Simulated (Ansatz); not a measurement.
# WSe2: the cost of one run

Program: Ansatz 0.2.0. Level of theory: DFT PBEsol, scalar-relativistic, plane waves, PAW. These are calculated values, not measurements.

8 further runs of the same task are left out: 1 that didn't finish, 7 set aside as unsound or not needed.

### 1 Starting point

The structure is hexagonal, space group P-6m2 (No. 187). Conventional cell: a = 3.318 Å, b = 3.318 Å, c = 16.658 Å, α = 90.00°, β = 90.00°, γ = 120.00°. W (site symmetry -6m2) is surrounded by 6 Se at 2.54 Å. Around Se (site symmetry 3m) lie 3 W at 2.54 Å.

As a file:

```
CELL_PARAMETERS angstrom
3.31794 0.00000 0.00000
-1.65897 2.87342 0.00000
0.00000 0.00000 16.65814
ATOMIC_POSITIONS crystal
W 0.00000 0.00000 0.00000
Se 0.33333 0.66667 0.09979
Se 0.33333 0.66667 0.90021
```

Source of the structure: the Materials Project (structure only).

### 6 The grid

The energy is mapped over two normal modes frozen in (zone-centre modes of the cell shown).

- amplitude of mode 4 (174 cm⁻¹), largest displacement: 7 values from −0.131 to 0.131 Å
- amplitude of mode 5 (174 cm⁻¹), largest displacement: 7 values from −0.131 to 0.131 Å

Nothing else is relaxed (the cell and all other modes fixed). Energies count from the relaxed high-symmetry cell. Points are written as (first, second).

The patterns, per unit of each coordinate (Å):

```tsv
atom	x1	y1	z1	x2	y2	z2
W1	0.000	0.000	0.000	0.000	0.000	0.000
Se2	1.000	0.000	0.000	0.000	1.000	0.000
Se3	-1.000	0.000	0.000	0.000	-1.000	0.000
```

(The set-up runs are not shown.)

### 7 Point (−0.044 Å, −0.044 Å)

The input, input.yaml:

```yaml
crystal:
  lattice:
    - [3.2702124402, 0.0, 0.0]
    - [-1.6351062201, 2.832087049, 0.0]
    - [0.0, 0.0, 16.6611439352]
  atoms:
    - { symbol: W, position: [0.0, 0.0, 0.0] }
    - { symbol: Se, position: [0.3122551288, 0.65123635, 0.1003991023] }
    - { symbol: Se, position: [0.3544115379, 0.6820969833, 0.8996008977] }
basis:
  ecutwfc: 420
kpoints:
  mp_grid: { grid: [9, 9, 2] }
hamiltonian:
  xc: pbesol
  pseudopotentials: { kind: paw, azcp: { folder: soft_1 } }
scf:
  occupations: { method: gaussian, width: 0.05 }
output:
  forces: true
  stress: true
  eigenvalues: true
```

Run with:

```bash
$ ansatz run input.yaml --threads 1 --pin off --max-ram 2048MiB --backend cpu --events-out ev --progress --plain --runs-dir out
```

What time and memory should one allow on 1 thread of Arm Neoverse N1, shared host?

About 60 s, with a peak of 0.53 GiB.
